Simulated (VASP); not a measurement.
Input of a VASP 6.6.1 run:

Contents of INCAR:

```
SYSTEM = C
ALGO = Normal
EDIFF = 1E-6
ENCUT = 520
GGA = PE
ISIF = 2
ISMEAR = 0
LASPH = .TRUE.
LCHARG = .FALSE.
LREAL = .FALSE.
LWAVE = .FALSE.
NBANDS = 11
NELM = 100
PREC = Accurate
SIGMA = 0.1
```

File KPOINTS:

```
k-points
0
G
  6 6 2
  0 0 0
```

Contents of POSCAR:

```
C
1.0
    2.4561701622      0.0000000000      0.0000000000
   -1.2280850811      2.1271057565      0.0000000000
    0.0000000000      0.0000000000      8.5238033600
C
2
Direct
    0.3333333300      0.6666666700      0.0000000000
    0.6666666700      0.3333333300      0.0000000000
```

Potentials or basis: VASP PAW PBE potentials, release 64 (C).

Command:

```console
$ cat potpaw_PBE.64/C/POTCAR > POTCAR
$ mpirun -np 1 vasp_std > vasp.out
```

Problem. What does it give for the band gap on the k mesh?

Solution. None (metal or under the smearing width).

Caveat: the k mesh is coarse (spacing up to 0.49 Å⁻¹), so the values aren't converged.
